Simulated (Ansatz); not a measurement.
Ag: changing the pressure

The cell as given:

The structure is cubic, space group Fm-3m (No. 225). The conventional cell has a = 4.085 Å, b = 4.085 Å, c = 4.085 Å, α = 90.00°, β = 90.00°, γ = 90.00°. Ag (site symmetry m-3m) is surrounded by 12 Ag at 2.89 Å.

Kept alike: task relaxation of cell and atoms; functional PBEsol; k mesh 11 × 11 × 11; occupations fermi-dirac, width 0.05 eV; no spin polarisation. Program: Ansatz, all-electron LAPW, scalar-relativistic. The mesh is that of the run's cell of 1 atom. No spin-orbit coupling.

```csv
"pressure, P (GPa)",volume (Å³/atom)
0,16.607
5,15.999
10,15.512
20,14.754
```

The relaxations keep at least the cell's symmetry (Fm-3m). For a metal such a mesh leaves the last digits unconverged. Runs of this series that gave no sound value for these columns are left out. The runs follow the start's structure, whether or not it is the stable one at these pressures.

The volume falls from 16.607 to 14.754 Å³/atom between 0 and 20 GPa. The volume falls ever more slowly, since the solid stiffens under load. At the pressures aimed at, which the runs meet within some tenths of a GPa, the step from 0 to 5 GPa gives a mean bulk modulus near 134 GPa, the last step 200 GPa.
